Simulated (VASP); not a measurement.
# Zn in VASP: notebook, part 2 of 3

VASP 6.6.1. Earlier steps stand in the parts before.

## (3) Work function, RPBE

The input, INCAR:

```
  PREC = Accurate
  ENCUT = 520
  EDIFF = 1E-6
  ISMEAR = -1
  SIGMA = 0.05
  LREAL = False
  LASPH = True
  NELM = 60
  ALGO = Fast
  ISIF = 2
  LWAVE = False
  LCHARG = True
  LDIPOL = True
  IDIPOL = 3
  DIPOL = 0.5 0.5 0.500
  GGA = RP
  LELF = True
  LVHAR = True
  LVACPOTAV = True
```

The input, KPOINTS:

```
Automatic mesh
0
Gamma
  9 9 1
```

The input, POSCAR:

```
Zn
1.0
    2.6169740200      0.0000000000      0.0000000000
   -1.3084870100      2.2681701736      0.0000000000
    0.0000000000      0.0000000000     27.1587934876
Zn
6
Direct
    0.3393536486      0.6787072973      0.2761536518
    0.0115275509      0.0230551018      0.3651252919
    0.3508811995      0.7017623991      0.4550417640
    0.6902348482      0.3804696963      0.5449582360
    0.3624087504      0.7248175009      0.6339298761
    0.7017623991      0.4035247981      0.7238463482
```

Potentials or basis: VASP PAW PBE potentials, release 64 (Zn).

The run is started by

```sh
> cat potpaw_PBE.64/Zn/POTCAR > POTCAR
> mpirun -np 1 vasp_std > vasp.out
```

OUTCAR:

```text
PREC = Accurate
   ENCUT = 520
   EDIFF = 1E-6
   ISMEAR = -1
   LREAL = False
   LASPH = True
   NELM = 60
   ISIF = 2
   GGA = RP

 ion  position               nearest neighbor table
   1  0.339  0.679  0.276-   2 2.84   2 2.86   2 2.86
   2  0.012  0.023  0.365-   1 2.84   1 2.86   1 2.86   3 2.86   3 2.86   3 2.89
   3  0.351  0.702  0.455-   4 2.86   4 2.86   2 2.86   2 2.86   4 2.89   2 2.89
   4  0.690  0.380  0.545-   5 2.84   5 2.86   5 2.86   3 2.86   3 2.86   3 2.89
   5  0.362  0.725  0.634-   4 2.84   4 2.86   4 2.86   6 2.86   6 2.86   6 2.89
   6  0.702  0.404  0.724-   5 2.86   5 2.86   5 2.89

  LATTYP: Found a base centered orthorhombic cell.
 ALAT       =     2.6169740200
 B/A-ratio  =     1.7334296453
 C/A-ratio  =    10.3779377556

  Lattice vectors:

 A1 = (   1.3084870100,  -2.2681701736,   0.0000000000)
 A2 = (   1.3084870100,   2.2681701736,   0.0000000000)
 A3 = (   0.0000000000,   0.0000000000,  27.1587934876)

Analysis of symmetry for initial positions (statically):
=====================================================================
 Subroutine PRICEL returns:
 Original cell was already a primitive cell.

 Routine SETGRP: Setting up the symmetry group for a
 base centered orthorhombic supercell.

 Subroutine GETGRP returns: Found  2 space group operations
 (whereof  2 operations were pure point group operations)
 out of a pool of  8 trial point group operations.

The static configuration has the point symmetry C_1h.

Analysis of symmetry for dynamics (positions and initial velocities):
=====================================================================
 Subroutine PRICEL returns:
 Original cell was already a primitive cell.

 Routine SETGRP: Setting up the symmetry group for a
 base centered orthorhombic supercell.

 Subroutine GETGRP returns: Found  2 space group operations
 (whereof  2 operations were pure point group operations)
 out of a pool of  8 trial point group operations.

The dynamic configuration has the point symmetry C_1h.

 Subroutine INISYM returns: Found  2 space group operations
 (whereof  2 operations are pure point group operations),
 and found     1 'primitive' translations

----------------------------------------------------------------------------------------

                                     Primitive cell

  volume of cell :     161.2076

  direct lattice vectors                    reciprocal lattice vectors
     2.616974020  0.000000000  0.000000000     0.382120721  0.220442013  0.000000000
    -1.308487010  2.268170174  0.000000000     0.000000000  0.440884027  0.000000000
     0.000000000  0.000000000 27.158793488     0.000000000  0.000000000  0.036820487

  length of vectors
     2.616974020  2.618536651 27.158793488     0.441147285  0.440884027  0.036820487

  position of ions in fractional coordinates (direct lattice)
     0.339353649  0.678707297  0.276153652
     0.011527551  0.023055102  0.365125292
     0.350881200  0.701762399  0.455041764
     0.690234848  0.380469696  0.544958236
     0.362408750  0.724817501  0.633929876
     0.701762399  0.403524798  0.723846348

  ion indices of the primitive-cell ions
   primitive index   ion index
[... 40 lines left out ...]
  0.000000  0.111111  0.000000      2.000000
[... 16 lines left out ...]
  0.333333  0.333333  0.000000      2.000000
  0.000000  0.444444  0.000000      2.000000
   k-points           NKPTS =     25   k-points in BZ     NKDIM =     25   number of bands    NBANDS=     43
   number of dos      NEDOS =    301   number of ions     NIONS =      6
   total plane-waves  NPLWV =  84000
   dimension x,y,z NGX =    20 NGY =   20 NGZ =  210
   dimension x,y,z NGXF=    40 NGYF=   40 NGZF=  420
   ions per type =               6
   NGX,Y,Z   is equivalent  to a cutoff of  12.71, 12.70, 12.85 a.u.
   NGXF,Y,Z  is equivalent  to a cutoff of  25.41, 25.40, 25.71 a.u.
 SYSTEM =  unknown system
   PREC   = accura    normal or accurate (medium, high low for compatibility)
   ISTART =      0    job   : 0-new  1-cont  2-samecut
   ICHARG =      2    charge: 1-file 2-atom 10-const
   ISPIN  =      1    spin polarized calculation?
   LNONCOLLINEAR =      F non collinear calculations
   LSORBIT =      F    spin-orbit coupling
   LASPH  =      T    aspherical Exc in radial PAW
   ENCUT  =  520.0 eV  38.22 Ry    6.18 a.u.   4.87  4.87 50.50*2*pi/ulx,y,z
   NELM   =     60;   NELMIN=  2; NELMDL= -5     # of ELM steps
   EDIFF  = 0.1E-05   stopping-criterion for ELM
   LREAL  =      F    real-space projection
   EDIFFG = 0.1E-04   stopping-criterion for IOM
   NSW    =      0    number of steps for IOM
   IBRION =     -1    ionic relax: 0-MD 1-quasi-New 2-CG
   NFREE  =      0    steps in history (QN), initial steepest desc. (CG)
   ISIF   =      2    stress and relaxation
   ISYM   =      2    0-nonsym 1-usesym 2-fastsym
   POTIM  = 0.5000    time-step for ionic-motion
   TEBEG  =    0.0;   TEEND  =   0.0 temperature during run
   PSTRESS=    0.0 pullay stress
   NELECT =      72.0000    total number of electrons
   NUPDOWN=      -1.0000    fix difference up-down
   EMIN   =  10.00;   EMAX   =-10.00  energy-range for DOS
   EFERMI =   0.00;   METHOD = LEGACY
   ISMEAR =    -1;   SIGMA  =   0.05  broadening in eV -4-tet -1-fermi 0-gaus
   EFERMI_NEDOS =   21; number of points for ismear=-14 and -15
   IALGO  =     68    algorithm
   IMIX   =      4    mixing-type and parameters
     AMIX     =   0.40;   BMIX     =  1.00
     AMIX_MAG =   1.60;   BMIX_MAG =  1.00
  volume/ion in A,a.u.               =      26.87       181.31
  Fermi-wavevector in a.u.,A,eV,Ry     =   1.251384  2.364772 21.306195  1.565961
  Thomas-Fermi vector in A             =   2.385334
   LORBIT       =      0    0 simple, 1 ext, 2 COOP (PROOUT), +10 PAW based schemes
   GGA     = RP    functional components
   LHFCALC =     F    Hartree Fock is set to
   AEXX    =    0.0000 exact exchange contribution
   IVDW    =     0    specifies the selected vdW correction
   LEPSILON=     F    determine dielectric tensor
   LRPA    =     F    only Hartree local field effects (RPA)
 non-spin polarized calculation
 RMM-DIIS sequential band-by-band and
  energy-cutoff  :      520.00
  volume of cell :      161.21
 maximum number of plane-waves:      4405
   NGX =  9   NGY =  9   NGZ =101

 dipolmoment           0.000000      0.000000      0.000034 electrons x Angstroem

 number of electron      71.9999977 magnetization

 dipolmoment           0.000000      0.000000     -0.000274 electrons x Angstroem

 Free energy of the ion-electron system (eV)
  ---------------------------------------------------
  ext. energy  EPLUGINS =         0.00000000
  ---------------------------------------------------
  free energy    TOTEN  =        -4.11125406 eV

  energy without entropy =       -4.09150915  energy(sigma->0) =       -4.10138161

 E-fermi :   0.2484     XC(G=0):  -6.9116

 val. band max:        0.2450283132   @ k =  -0.3333   0.1111   0.0000
 cond. band min:       0.2672249597   @ k =   0.3333   0.3333   0.0000
 fundamental gap:      0.0221966465
 Fermi energy:         0.2484480558

 k-point     1 :       0.0000    0.0000    0.0000
  band No.  band energies     occupation
      1     -10.6222      2.00000
      2     -10.1755      2.00000
      3      -9.4909      2.00000
      4      -8.9505      2.00000
      5      -8.7403      2.00000
      6      -8.7247      2.00000
[... 1093 lines left out ...]
     42       3.7884      0.00000
     43       4.4389      0.00000

 [... further k-points ...]

------------------------ aborting loop because EDIFF is reached ----------------------------------------

  FORCE on cell =-STRESS in cart. coord.  units (eV):
  Direction    XX          YY          ZZ          XY          YZ          ZX
  --------------------------------------------------------------------------------------
  -------------------------------------------------------------------------------------
  Total        2.5314316      2.5305652      4.8824106      0.0000000     -0.1631540      0.0000000
  in kB       25.1588773     25.1502666     48.5243094      0.0000000     -1.6215218      0.0000000
  external PRESSURE =      32.9444844 kB  Pullay stress =       0.0000000 kB

 VOLUME and BASIS-vectors are now :
 -----------------------------------------------------------------------------
  energy-cutoff  :      520.00
  volume of cell :      161.21
      direct lattice vectors                 reciprocal lattice vectors
     2.616974020  0.000000000  0.000000000     0.382120721  0.220442013  0.000000000
    -1.308487010  2.268170174  0.000000000     0.000000000  0.440884027  0.000000000
     0.000000000  0.000000000 27.158793488     0.000000000  0.000000000  0.036820487

 POSITION                                       TOTAL-FORCE (eV/Angst)
 -----------------------------------------------------------------------------------
     -0.00000      1.53942      7.50000         0.000000      0.013330     -0.401958
      0.00000      0.05229      9.91636        -0.000000     -0.000769     -0.002639
     -0.00000      1.59172     12.35839        -0.000000      0.000624     -0.030396
      1.30849      0.86297     14.80041        -0.000000      0.001686      0.012040
     -0.00000      1.64401     17.21677         0.000000     -0.002549      0.076101
      1.30849      0.91526     19.65879        -0.000000     -0.012323      0.346851
 -----------------------------------------------------------------------------------
    total drift:                                0.000000      0.001846      0.003284

  FREE ENERGIE OF THE ION-ELECTRON SYSTEM (eV)
  ---------------------------------------------------
  free  energy   TOTEN  =        -4.1112540638 eV

  energy  without entropy=       -4.0915091524  energy(sigma->0) =       -4.10138161

 vacuum level on the upper side and lower side of the slab         4.159         4.167
```

Run time: 3.1 min. Hardware: 1 thread of Intel Xeon Platinum 8488C (Sapphire Rapids), shared host; peak memory 0.34 GiB.

What came out:

```
Free energy                     : -4.1113 eV
Largest force                   : 0.402 eV/Å
Band gap on the k mesh          : none (metal or under the smearing width)
Work function of the upper face : 3.91 eV
Work function of the lower face : 3.92 eV
```

Forces on the atoms (eV/Å):
```
Zn   0.000  0.013 -0.402
Zn   0.000 -0.001 -0.003
Zn   0.000  0.001 -0.030
Zn   0.000  0.002  0.012
Zn   0.000 -0.003  0.076
Zn   0.000 -0.012  0.347
```

Caveat: the PAW data sets were made with another functional, which shifts forces and pressure a little.

## (4) Work function, revPBE

Edit INCAR of step 3 so:

```diff
@@ -15,3 +15,3 @@
   DIPOL = 0.5 0.5 0.500
-  GGA = RP
+  GGA = RE
   LELF = True
```

KPOINTS is that of step 3.

POSCAR is that of step 3.

Potentials or basis: VASP PAW PBE potentials, release 64 (Zn).

The run is started by

```sh
> cat potpaw_PBE.64/Zn/POTCAR > POTCAR
> mpirun -np 1 vasp_std > vasp.out
```

OUTCAR:

```text
PREC = Accurate
   ENCUT = 520
   EDIFF = 1E-6
   ISMEAR = -1
   LREAL = False
   LASPH = True
   NELM = 60
   ISIF = 2
   GGA = RE

 ion  position               nearest neighbor table
   1  0.339  0.679  0.276-   2 2.84   2 2.86   2 2.86
   2  0.012  0.023  0.365-   1 2.84   1 2.86   1 2.86   3 2.86   3 2.86   3 2.89
   3  0.351  0.702  0.455-   4 2.86   4 2.86   2 2.86   2 2.86   4 2.89   2 2.89
   4  0.690  0.380  0.545-   5 2.84   5 2.86   5 2.86   3 2.86   3 2.86   3 2.89
   5  0.362  0.725  0.634-   4 2.84   4 2.86   4 2.86   6 2.86   6 2.86   6 2.89
   6  0.702  0.404  0.724-   5 2.86   5 2.86   5 2.89

  LATTYP: Found a base centered orthorhombic cell.
 ALAT       =     2.6169740200
 B/A-ratio  =     1.7334296453
 C/A-ratio  =    10.3779377556

  Lattice vectors:

 A1 = (   1.3084870100,  -2.2681701736,   0.0000000000)
 A2 = (   1.3084870100,   2.2681701736,   0.0000000000)
 A3 = (   0.0000000000,   0.0000000000,  27.1587934876)

Analysis of symmetry for initial positions (statically):
=====================================================================
 Subroutine PRICEL returns:
 Original cell was already a primitive cell.

 Routine SETGRP: Setting up the symmetry group for a
 base centered orthorhombic supercell.

 Subroutine GETGRP returns: Found  2 space group operations
 (whereof  2 operations were pure point group operations)
 out of a pool of  8 trial point group operations.

The static configuration has the point symmetry C_1h.

Analysis of symmetry for dynamics (positions and initial velocities):
=====================================================================
 Subroutine PRICEL returns:
 Original cell was already a primitive cell.

 Routine SETGRP: Setting up the symmetry group for a
 base centered orthorhombic supercell.

 Subroutine GETGRP returns: Found  2 space group operations
 (whereof  2 operations were pure point group operations)
 out of a pool of  8 trial point group operations.

The dynamic configuration has the point symmetry C_1h.

 Subroutine INISYM returns: Found  2 space group operations
 (whereof  2 operations are pure point group operations),
[... 132 lines left out ...]
   LEPSILON=     F    determine dielectric tensor
   LRPA    =     F    only Hartree local field effects (RPA)
 non-spin polarized calculation
 RMM-DIIS sequential band-by-band and
  energy-cutoff  :      520.00
  volume of cell :      161.21
 maximum number of plane-waves:      4405
   NGX =  9   NGY =  9   NGZ =101

 dipolmoment           0.000000      0.000000     -0.000852 electrons x Angstroem

 number of electron      71.9999977 magnetization

 dipolmoment           0.000000      0.000000      0.000039 electrons x Angstroem

 Free energy of the ion-electron system (eV)
  ---------------------------------------------------
  ext. energy  EPLUGINS =         0.00000000
  ---------------------------------------------------
  free energy    TOTEN  =        -4.52938062 eV

  energy without entropy =       -4.50956364  energy(sigma->0) =       -4.51947213

 E-fermi :   0.2129     XC(G=0):  -6.9917

 val. band max:        0.2105556433   @ k =  -0.3333   0.1111   0.0000
 cond. band min:       0.2296540860   @ k =   0.3333   0.3333   0.0000
 fundamental gap:      0.0190984427
 Fermi energy:         0.2129103711

 k-point     1 :       0.0000    0.0000    0.0000
  band No.  band energies     occupation
      1     -10.6597      2.00000
      2     -10.2140      2.00000
      3      -9.5298      2.00000
      4      -8.9891      2.00000
      5      -8.7798      2.00000
      6      -8.7649      2.00000
[... 1093 lines left out ...]
     42       3.7498      0.00000
     43       4.3949      0.00000

 [... further k-points ...]

------------------------ aborting loop because EDIFF is reached ----------------------------------------

  FORCE on cell =-STRESS in cart. coord.  units (eV):
  Direction    XX          YY          ZZ          XY          YZ          ZX
  --------------------------------------------------------------------------------------
  -------------------------------------------------------------------------------------
  Total        1.9668514      1.9704725      4.5427467      0.0000000     -0.1604284      0.0000000
  in kB       19.5477430     19.5837309     45.1485268      0.0000000     -1.5944334      0.0000000
  external PRESSURE =      28.0933336 kB  Pullay stress =       0.0000000 kB

 VOLUME and BASIS-vectors are now :
 -----------------------------------------------------------------------------
  energy-cutoff  :      520.00
  volume of cell :      161.21
      direct lattice vectors                 reciprocal lattice vectors
     2.616974020  0.000000000  0.000000000     0.382120721  0.220442013  0.000000000
    -1.308487010  2.268170174  0.000000000     0.000000000  0.440884027  0.000000000
     0.000000000  0.000000000 27.158793488     0.000000000  0.000000000  0.036820487

 POSITION                                       TOTAL-FORCE (eV/Angst)
 -----------------------------------------------------------------------------------
     -0.00000      1.53942      7.50000         0.000000      0.012959     -0.372344
      0.00000      0.05229      9.91636        -0.000000     -0.000864     -0.003880
     -0.00000      1.59172     12.35839        -0.000000      0.000729     -0.030608
      1.30849      0.86297     14.80041         0.000000      0.001556      0.013619
     -0.00000      1.64401     17.21677        -0.000000     -0.002492      0.074688
      1.30849      0.91526     19.65879        -0.000000     -0.011887      0.318525
 -----------------------------------------------------------------------------------
    total drift:                                0.000000      0.001816      0.002919

  FREE ENERGIE OF THE ION-ELECTRON SYSTEM (eV)
  ---------------------------------------------------
  free  energy   TOTEN  =        -4.5293806212 eV

  energy  without entropy=       -4.5095636399  energy(sigma->0) =       -4.51947213

 vacuum level on the upper side and lower side of the slab         4.147         4.151
```

OSZICAR:

```text
N       E                     dE             d eps       ncg     rms          rms(c)
DAV:   1     0.499993071913E+03    0.49999E+03   -0.35893E+04  2150   0.223E+03
DAV:   2     0.404716604770E+02   -0.45952E+03   -0.45023E+03  2150   0.464E+02
DAV:   3    -0.417713827714E+01   -0.44649E+02   -0.44288E+02  2331   0.156E+02
DAV:   4    -0.506856504333E+01   -0.89143E+00   -0.88912E+00  2354   0.233E+01
DAV:   5    -0.507431126373E+01   -0.57462E-02   -0.57434E-02  2391   0.152E+00    0.726E+00
RMM:   6    -0.456322612466E+01    0.51109E+00   -0.30092E+00  2328   0.153E+01    0.556E+00
RMM:   7    -0.455777714304E+01    0.54490E-02   -0.89638E-02  2394   0.299E+00    0.288E+00
RMM:   8    -0.544370710154E+01   -0.88593E+00   -0.12142E-01  2480   0.178E+00    0.315E+00
RMM:   9    -0.463901141850E+01    0.80470E+00   -0.11268E-01  2511   0.158E+00    0.971E-01
RMM:  10    -0.453293226464E+01    0.10608E+00   -0.17862E-02  2481   0.823E-01    0.191E-01
RMM:  11    -0.453025893504E+01    0.26733E-02   -0.14199E-03  2450   0.240E-01    0.114E-01
RMM:  12    -0.452963000125E+01    0.62893E-03   -0.44813E-04  2459   0.101E-01    0.664E-02
RMM:  13    -0.452940479152E+01    0.22521E-03   -0.30266E-04  2498   0.755E-02    0.196E-02
RMM:  14    -0.452938551156E+01    0.19280E-04   -0.43093E-05  2454   0.359E-02    0.600E-03
RMM:  15    -0.452938046149E+01    0.50501E-05   -0.70603E-06  1772   0.165E-02    0.344E-03
RMM:  16    -0.452938062116E+01   -0.15966E-06   -0.33328E-06  1673   0.883E-03
   1 F= -.45293806E+01 E0= -.45194721E+01  d E =-.198170E-01
```

Wall time 2.4 min (1 thread of Intel Xeon Platinum 8488C (Sapphire Rapids), shared host); peak memory 0.34 GiB.

What came out:

- Free energy: -4.5294 eV
- Largest force: 0.373 eV/Å
- Band gap on the k mesh: none (metal or under the smearing width)
- Work function of the upper face: 3.93 eV
- Work function of the lower face: 3.94 eV

Forces on the atoms (eV/Å):
```
Zn   0.000  0.013 -0.372
Zn   0.000 -0.001 -0.004
Zn   0.000  0.001 -0.031
Zn   0.000  0.002  0.014
Zn   0.000 -0.002  0.075
Zn   0.000 -0.012  0.319
```

Levels at points of the mesh, in eV from the Fermi level:
| k point | band 34 | band 35 | band 36 | band 37 | band 38 | band 39 |
| --- | --- | --- | --- | --- | --- | --- |
| (0.00, 0.00, 0.00) | -7.18 | -6.25 | -4.48 | -3.13 | -0.78 | 1.43 |

Caveat: the PAW data sets were made with another functional, which shifts forces and pressure a little.

(Continued in part 3 of 3.)
